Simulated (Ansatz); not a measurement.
## BN: pressure against volume

BN, F-43m, a = 3.625 Å. The compound has several low-lying forms, and this is one of them. Ansatz: PBE, PAW, 420 eV, Γ-centred 12×12×12 mesh on 2 atoms, Gaussian smearing 0.02 eV; no spin polarisation. Symmetry fixes shape and atoms, so the cell is only scaled; pressure is positive in compression.

```
V (Å³/atom) P (GPa)
      5.596    25.74
      5.774    11.96
      5.953    -0.01
      6.131   -10.39
      6.310        ?
```

Take V0 = 5.953 Å³/atom, count pressures from its P0 = -0.01 GPa, fit the third-order Birch–Murnaghan form to the other rows, and predict the missing pressure.

With the Eulerian strain f = ½[(V0/V)^(2/3) − 1] and y = (P − P0)/[3f(1 + 2f)^(5/2)], the form is the line y = B0 + 1.5 B0 (B0′ − 4) f. Rows (f, y): 0.02105, 367.8; 0.01028, 368.9; -0.00973, 373.5. Means f = 0.007200, y = 370.07; Σ(Δf)² = 0.0004879, ΣΔfΔy = -0.09311; the slope is their ratio. y = 371.4 − 190.8 f GPa, so B0 = 371.4 GPa and B0′ = 4 + 2 × (-190.8)/(3 × 371.4) = 3.66. At V = 6.310, f = -0.01904, y = 375.03 and P = -19.45 GPa. The run gave -19.42 GPa, so the fit is 0.03 GPa too low, within twice the rms miss on the fitted rows (0.02 GPa). The form still works here, 33 % of the fitted range beyond its end.